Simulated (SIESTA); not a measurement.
PbO2 under changes of volume

One of the cells (13.414 Å³/atom); the others are scaled copies at fixed shape and fractional positions:

```xyz
3
Lattice="0.0000 2.7199 2.7199 2.7199 0.0000 2.7199 2.7199 2.7199 0.0000" Properties=species:S:1:pos:R:3 pbc="T T T"
Pb    0.0000    0.0000    0.0000
O     4.0798    4.0798    4.0798
O     1.3599    1.3599    1.3599
```

The cell comes from a database or a generator and needn't be the stable form of this composition.

| Quantity | Value |
| --- | --- |
| Program | SIESTA 5.4.2 |
| Functional | PBEsol |
| Potentials or basis | PseudoDojo 0.4 standard (PBEsol files) |
| Basis | DZP (energy shift 0.003 Ry; two zetas on semicore shells) |
| Grid cutoff | 800 Ry |
| Energy shift | 0.003 Ry |
| k mesh | 9 × 9 × 9 |
| Occupations | fermi-dirac, width 0.05 eV |
| Spin | no spin polarisation |

```csv
volume (Å³/atom),energy over the lowest point (meV/atom),pressure (GPa)
12.362,17.40,9.2
12.625,5.61,5.2
12.888,0.00,1.7
13.414,4.05,-4.0
13.677,?,?
13.940,24.61,-8.4
```

Problem. What does the run at 13.677 Å³/atom give?

Solution. Energy over the lowest point 12.54 meV/atom; pressure -6.3 GPa.

Worked out: A Birch-Murnaghan fit of order 3 (a polynomial in V^(-2/3)) to the other rows has its minimum at 13.03 Å³/atom with B0 = V·E''(V) = 150 GPa and B' = 5.6. It gives 12.54 meV/atom at 13.677 Å³/atom, against the run's 12.54, and -dE/dV = -6.3 GPa, against -6.3.

Energies are extrapolated to zero smearing.

Caveats: the basis of atomic orbitals isn't converged, which shifts pressures, moduli and gaps.
